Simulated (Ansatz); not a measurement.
CdGeAs2:

```xyz
8
Lattice="-2.9889 2.9889 5.6643 2.9889 -2.9889 5.6643 2.9889 2.9889 -5.6643" Properties=species:S:1:pos:R:3 pbc="T T T"
Cd    0.0000    0.0000    5.6643
Cd    2.9889    0.0000    2.8321
As    1.4944    1.3224   -1.4161
As    1.6665   -1.4944    7.0804
As    1.4944    1.6665    4.2482
As    1.3224    4.4833    1.4161
Ge    0.0000    2.9889    2.8321
Ge    0.0000    0.0000    0.0000
```

The cell is a database's computed one.

Base run:

- Program: Ansatz 0.2.0
- Functional: PBE
- Potentials or basis: Ansatz PAW
- Cutoff: 420 eV
- Density cutoff: 1680 eV
- k mesh: 6 × 6 × 6
- Occupations: fermi-dirac, width 0.05 eV
- Spin: no spin polarisation

Its results: band gap on the k mesh 0.19 eV, indirect (least direct gap 0.21 eV); pressure 2.2 GPa; largest force 0.143 eV/Å.

Task: The run is repeated on the same cell with these changes: functional from PBE to LDA. What comes out?

Result: Band gap on the k mesh 0.19 eV, indirect (least direct gap 0.22 eV); pressure -2.6 GPa; largest force 0.222 eV/Å.

LDA binds more tightly than PBE, so the same cell stands under less pressure.

Caveats: the k mesh misses the band edges, so the gap on the mesh is wider than the one along the path; the PAW data sets come from PBE, with cores solved anew for the run's functional, which leaves a small shift of forces and pressure (some runs).

Not every run made on this cell is shown here.
